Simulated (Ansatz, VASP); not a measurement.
## CdS (Greenockite) in VASP and in Ansatz

```
Cd S
1.0
     3.80534    0.00000    0.00000
    -1.90267    3.29552    0.00000
     0.00000    0.00000    6.41294
Cd S
2 2
Direct
  0.33333 0.66667 0.00467
  0.66667 0.33333 0.50467
  0.33333 0.66667 0.37033
  0.66667 0.33333 0.87033
```

Alike in both runs: functional PBEsol; k mesh 6 × 6 × 4; no spin polarisation.

Ansatz relaxed the structure, and its values are those at the end. VASP's run is a single point on that final structure, the one shown.

|  | VASP | Ansatz |
| --- | --- | --- |
| version | VASP 6.6.1 | Ansatz 0.2.0 |
| potentials or method | VASP PAW PBE potentials, release 64 (Cd, S) | plane waves, PAW |
| plane-wave cutoff (eV) | 520 | 558 |
| occupations | gaussian, width 0.01 eV | fixed |
| valence electrons in the cell | 36 | 52 |

|  | VASP | Ansatz | Ansatz less VASP |
| --- | --- | --- | --- |
| pressure (GPa) | 20.9 | 20.0 | -0.95 |

The two sets of potentials don't hold the same shells in valence. Ansatz warned: «structure_snapped_to_symmetry».

Caveats: so large a pressure means that the cell lies far from this level's equilibrium, or that cutoff or potentials fall short (VASP); the potentials were made for another functional, which shifts forces and pressure (VASP).
